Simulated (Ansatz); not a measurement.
**AgCl: the cell at several levels of theory**

Cell and atoms of AgCl in the CsCl structure are relaxed in turn with PBE, r2SCAN, PBEsol, LDA and HSE06. This is a trial cell built on a prototype, not taken from a measured structure, and it needn't be the compound's ground state.

The runs shown are made with Ansatz 0.2.0. PAW datasets, plane waves, zero pressure. Simulation only: spin-unpolarised, and no claim that this is the phase found in nature.

### 1 Starting point

This is the cell as the run starts from it, not yet at rest; its lengths are not the crystal's.

Space group Pm-3m (No. 221), cubic; conventional cell a = 3.078 Å, 14.59 Å³ an atom. Near Ag stand 8 Cl at 2.67 Å; near Cl stand 8 Ag at 2.67 Å.

Structure file:

```
Ag Cl
1.0
     3.07844    0.00000    0.00000
     0.00000    3.07844    0.00000
     0.00000    0.00000    3.07844
Ag Cl
1 1
Direct
  0.00000 0.00000 0.00000
  0.50000 0.50000 0.50000
```

### 2 Relaxing with PBE

File input.yaml:

```yaml
crystal:
  lattice:
    - [3.0784420276, 0.0, 0.0]
    - [0.0, 3.0784420276, 0.0]
    - [0.0, 0.0, 3.0784420276]
  atoms:
    - { symbol: Ag, position: [0.0, 0.0, 0.0] }
    - { symbol: Cl, position: [0.5, 0.5, 0.5] }
kpoints:
  mp_grid: { grid: [8, 8, 8] }
hamiltonian:
  xc: pbe
scf:
  occupations: { method: fermi_dirac, width: 0.02 }
relax:
  f_tol: 0.005
  cell: {}
```

Command:

```
ansatz run input.yaml --threads 2 --pin off --max-ram 2211MiB --backend cpu --events-out ev --progress --plain --runs-dir out
```

The runs that follow: r2SCAN: cell and atoms; PBEsol: cell and atoms; Relaxing with LDA; Relaxing with HSE06.

What does the calculation give? Wanted: for each run, a; volume; space group; SCF geometries.

As calculated:

```
 level  a (Å)  volume (Å³/atom)  space group  SCF geometries
   PBE  3.431            20.192        Pm-3m               9
r2SCAN  3.396            19.576        Pm-3m               4
PBEsol  3.332            18.490        Pm-3m               5
   LDA  3.278            17.604        Pm-3m               5
 HSE06  3.429            20.161        Pm-3m               4
```

In words: The first relaxation changed the volume by +38.4 % from the start. LDA gives the smallest cell and PBE the largest; they differ by 14.7 % in volume, a mean of 4.7 % in length. The meshes differ: PBE 8×8×8, r2SCAN 6×6×6, PBEsol 6×6×6, LDA 6×6×6, HSE06 4×4×4.
